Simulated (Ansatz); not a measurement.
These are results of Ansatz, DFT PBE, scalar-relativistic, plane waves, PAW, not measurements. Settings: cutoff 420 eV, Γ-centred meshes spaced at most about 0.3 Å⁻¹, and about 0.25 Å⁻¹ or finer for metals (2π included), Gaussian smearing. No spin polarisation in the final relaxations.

All energies are static (0 K, no zero-point motion).

Compare these two cells of Ge, each relaxed at this level.

A. Space group P6_3/mmc (No. 194), hexagonal, a = 4.069 Å, c = 26.634 Å. Ge on its first site has 4 Ge at 2.49 Å; Ge on its second site has 4 Ge at 2.49 Å; around Ge on its third site lie 4 Ge at 2.49 Å; Ge on its fourth site is surrounded by 4 Ge at 2.49–2.51 Å.

B. Space group P-3m1 (No. 164), trigonal, a = 4.067 Å, c = 16.666 Å. Ge on its first site has 4 Ge at 2.49 Å; Ge on its second site is surrounded by 4 Ge at 2.49–2.51 Å; Ge on its third site has 4 Ge at 2.49 Å; Ge on its fourth site has 4 Ge at 2.49 Å; around Ge on its fifth site lie 4 Ge at 2.49–2.51 Å.

**Question.** Which would you expect to be lower, and how large is the difference?

**Answer.** They are level within the accuracy (3 meV/atom apart, with A the lower in these runs). A has space group P6_3/mmc (No. 194), 23.9 Å³/atom and no gap on its mesh; B has space group P-3m1 (No. 164), 23.9 Å³/atom and no gap. Both come from invented guesses. The part of the Crystallography Open Database at hand lists Ge in space groups No. 64, 96, 227; no cell shown has one of them.

The zero gap of P6_3/mmc, P-3m1 may come from the functional, which often closes small gaps. Cells relaxed within their symmetry can be saddle points.

The two cells are best read as stacking variants of one tetrahedral network. Their in-plane lattice parameters nearly coincide, their shortest Ge–Ge distances are those of ordinary covalent single bonds, and both occupy 23.9 Å³/atom. What differs is probably the sequence of cubic-like and hexagonal-like layers along c. Such a change leaves the sp³ bonds almost untouched and acts mainly through the staggered or eclipsed arrangement of neighbouring bonds and through more distant shells, which explains why the energies are so close. The 3 meV/atom separation therefore gives no reliable preference for either sequence.

The absence of a gap should not be taken as a sign of metallic bonding, since tetrahedral germanium is normally a narrow-gap semiconductor. Spin-orbit coupling, left out here, would not be expected to restore the gap, because it splits the p-like valence states and pushes their upper edge upwards. The comparison also leaves open how much energy either stacking costs relative to the diamond structure, the familiar ground state.
